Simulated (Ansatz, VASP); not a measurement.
Ti in VASP and in Ansatz

INCAR

```
SYSTEM = Ti
PREC = Accurate
ENCUT = 520
EDIFF = 1E-6
ISMEAR = 0
SIGMA = 0.15
LREAL = .FALSE.
LASPH = .TRUE.
NELM = 80
ALGO = Fast
ISIF = 2
LWAVE = .FALSE.
LCHARG = .TRUE.
GGA = PS
LELF = .TRUE.
LVHAR = .TRUE.
NBANDS = 12
```

File KPOINTS:

```
regular mesh
0
G
  20 20 20
  0 0 0
```

File POSCAR:

```
Ti
1.0
   -1.6902300000      1.6902300000      1.6410000000
    1.6902300000     -1.6902300000      1.6410000000
    1.6902300000      1.6902300000     -1.6410000000
Ti
1
Direct
    0.0000000000      0.0000000000      0.0000000000
```

Input for Ansatz:

```yaml
crystal:
  lattice:
    - [-1.69023, 1.69023, 1.641]
    - [1.69023, -1.69023, 1.641]
    - [1.69023, 1.69023, -1.641]
  atoms:
    - { symbol: Ti, position: [0.0, 0.0, 0.0] }
basis:
  ecutwfc: 420
kpoints:
  mp_grid: { grid: [20, 20, 20] }
hamiltonian:
  xc: pbesol
scf:
  occupations: { method: gaussian, width: 0.15 }
output:
  forces: true
  stress: true
  eigenvalues: true
```

Change from the starting cell: strain +0.030 along x and y, +0.000 along z, atoms carried along.

Alike in both runs: task single point; functional PBEsol; k mesh 20 × 20 × 20; occupations gaussian, width 0.15 eV; no spin polarisation.

|  | VASP | Ansatz |
| --- | --- | --- |
| version | VASP 6.6.1 | Ansatz 0.2.0 |
| potentials or method | VASP PAW PBE potentials, release 64 (Ti_sv) | scalar-relativistic, plane waves, PAW |
| plane-wave cutoff (eV) | 520 | 420 |
| valence electrons in the cell | 12 | 12 |

VASP gave:

```
gap on the k mesh at the Fermi level (eV)       : none
pressure (GPa)                                  : -11.6
largest component of the traceless stress (GPa) : 0.60
```

Q: Estimate Ansatz's values.

A: gap on the k mesh at the Fermi level (eV): none; pressure (GPa): -11.4; largest component of the traceless stress (GPa): 0.60.

A gap of «none» marks a metal or a gap that the smearing closes.

Caveats: the PAW data sets were made with another functional, which shifts forces and pressure a little (VASP).
